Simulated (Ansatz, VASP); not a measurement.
## Al2Au in VASP and in Ansatz

The input INCAR:

```
SYSTEM = Al2Au
PREC     = Accurate       ! precision mode
ENCUT    = 520            ! plane-wave cutoff, eV
EDIFF    = 1E-6           ! SCF threshold, eV
ISMEAR   = -1             ! smearing method
SIGMA    = 0.05           ! smearing width, eV
LREAL    = .FALSE.        ! projectors in reciprocal space
LASPH    = .TRUE.         ! aspherical terms in the spheres
NELM     = 100            ! most SCF steps
ALGO     = Fast           ! electronic algorithm
ISIF     = 2              ! what is computed and relaxed
LWAVE    = .FALSE.        ! write WAVECAR
LCHARG   = .TRUE.         ! write CHGCAR
GGA      = PS             ! functional
LELF     = .TRUE.         ! ELF
LVHAR    = .TRUE.       
NBANDS   = 16             ! bands
```

KPOINTS

```
regular mesh
0
G
  8 8 8
  0 0 0
```

POSCAR

```
Al2Au
1.0
    0.0000000000      2.9594544892      2.9594544892
    2.9594544892      0.0000000000      2.9594544892
    2.9594544892      2.9594544892      0.0000000000
Au Al
1 2
Direct
    0.0000000000      0.0000000000      0.0000000000
    0.7500000000      0.7500000000      0.7500000000
    0.2500000000      0.2500000000      0.2500000000
```

File input.yaml:

```yaml
crystal:
  lattice:
    - [0.0, 2.9594544892, 2.9594544892]
    - [2.9594544892, 0.0, 2.9594544892]
    - [2.9594544892, 2.9594544892, 0.0]
  atoms:
    - { symbol: Au, position: [0.0, 0.0, 0.0] }
    - { symbol: Al, position: [0.75, 0.75, 0.75] }
    - { symbol: Al, position: [0.25, 0.25, 0.25] }
kpoints:
  mp_grid: { grid: [8, 8, 8] }
scf:
  occupations: { method: fermi_dirac, width: 0.05 }
hamiltonian:
  xc: pbesol
  pseudopotentials: { kind: all_electron, lapw: { basis_error: 0.001 } }
output:
  forces: true
  stress: true
  eigenvalues: true
```

Change from the starting cell: volume scaled by 0.96.

Alike in both runs: task single point; functional PBEsol; k mesh 8 × 8 × 8; occupations fermi-dirac, width 0.05 eV; no spin polarisation.

|  | VASP | Ansatz |
| --- | --- | --- |
| version | VASP 6.6.1 | Ansatz 0.2.0 |
| potentials or method | VASP PAW PBE potentials, release 64 (Au, Al) | all-electron LAPW, scalar-relativistic |
| plane-wave cutoff (eV) | 520 | see its input |

VASP gave:

```
gap on the k mesh at the Fermi level (eV) : none
pressure (GPa)                            : 5.0
```

Q: Which values does Ansatz return?

A: gap on the k mesh at the Fermi level (eV): none; pressure (GPa): 5.2.

A gap of «none» marks a metal or a gap that the smearing closes. Ansatz ran all-electron here, so the differences hold the error of VASP's frozen core and of both bases.

Caveats: the PAW data sets were made with another functional, which shifts forces and pressure a little (VASP). The runs have no spin-orbit coupling, so splittings on Au are missing.
